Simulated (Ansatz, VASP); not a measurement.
# C: VASP beside Ansatz

Contents of INCAR:

```
PREC = Accurate ; ENCUT = 520
EDIFF = 1E-6 ; ISMEAR = 0
SIGMA = 0.05 ; LREAL = F
LASPH = T ; NELM = 80
ALGO = Normal ; ISIF = 2
LWAVE = F ; LCHARG = F
GGA = PS ; NBANDS = 11
```

Contents of KPOINTS:

```
regular mesh
0
Gamma
  12 12 12
```

File POSCAR:

```
C
1.0
    0.0000000000      1.7769046139      1.6347522448
    1.7769046139      0.0000000000      1.6347522448
    1.7769046139      1.7769046139      0.0000000000
C
2
Direct
    0.5000000000      0.5000000000      0.5000000000
    0.7500000000      0.7500000000      0.7500000000
```

Input for Ansatz:

```yaml
crystal:
  lattice:
    - [0.0, 1.7769046139, 1.6347522448]
    - [1.7769046139, 0.0, 1.6347522448]
    - [1.7769046139, 1.7769046139, 0.0]
  atoms:
    - { symbol: C, position: [0.5, 0.5, 0.5] }
    - { symbol: C, position: [0.75, 0.75, 0.75] }
basis:
  ecutwfc: 420
kpoints:
  mp_grid: { grid: [12, 12, 12] }
hamiltonian:
  xc: pbesol
scf:
  occupations: { method: gaussian, width: 0.05 }
output:
  forces: true
  stress: true
  eigenvalues: true
```

Change from the starting cell: strain +0.000 along x and y, -0.080 along z, atoms carried along.

Alike in both runs: task single point; functional PBEsol; k mesh 12 × 12 × 12; occupations gaussian, width 0.05 eV; no spin polarisation.

|  | VASP | Ansatz |
| --- | --- | --- |
| version | VASP 6.6.1 | Ansatz 0.2.0 |
| potentials or method | VASP PAW PBE potentials, release 64 (C) | scalar-relativistic, plane waves, PAW |
| plane-wave cutoff (eV) | 520 | 420 |
| valence electrons in the cell | 8 | 8 |

Ansatz gave:

* gap on the k mesh at the Fermi level (eV): 2.07
* least direct gap on the mesh (eV): 4.36
* pressure (GPa): 43.6
* largest component of the traceless stress (GPa): 51.25

Problem. Estimate VASP's values.

Solution. gap on the k mesh at the Fermi level (eV): 2.05; least direct gap on the mesh (eV): 4.35; pressure (GPa): 45.1; largest component of the traceless stress (GPa): 51.16.

Caveats: so large a pressure means that the cell lies far from this level's equilibrium, or that cutoff or potentials fall short (VASP); the potentials were made for another functional, which shifts forces and pressure (VASP). A k mesh can miss the band edges.
